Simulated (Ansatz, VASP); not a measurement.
Two plane-wave programs on GaP

```
Ga P
1.0
     0.00000    2.77870    2.77870
     2.77870    0.00000    2.77870
     2.77870    2.77870    0.00000
Ga P
1 1
Cartesian
  0.0000 0.0000 0.0000
  1.3893 1.3893 1.3893
```

Change from the starting cell: volume scaled by 1.06, ions relaxed.

Alike in both runs: functional PBE; k mesh 14 × 14 × 14; occupations fermi-dirac, width 0.02 eV; no spin polarisation.

Ansatz relaxed the structure, and its values are those at the end. VASP's run is a single point on that final structure, the one shown.

|  | VASP | Ansatz |
| --- | --- | --- |
| version | VASP 6.6.1 | Ansatz 0.2.0 |
| potentials or method | VASP PAW PBE potentials, release 64 (Ga_d, P) | plane-wave PAW, scalar-relativistic |
| plane-wave cutoff (eV) | 520 | 420 |
| valence electrons in the cell | 18 | 18 |

|  | VASP | Ansatz | Ansatz less VASP |
| --- | --- | --- | --- |
| gap on the k mesh at the Fermi level (eV) | 1.35 | 1.35 | +0.003 |
| pressure (GPa) | -2.1 | -2.0 | +0.05 |

Ansatz warned: «stress_scf_threshold_loose».

A k mesh can miss the band edges.
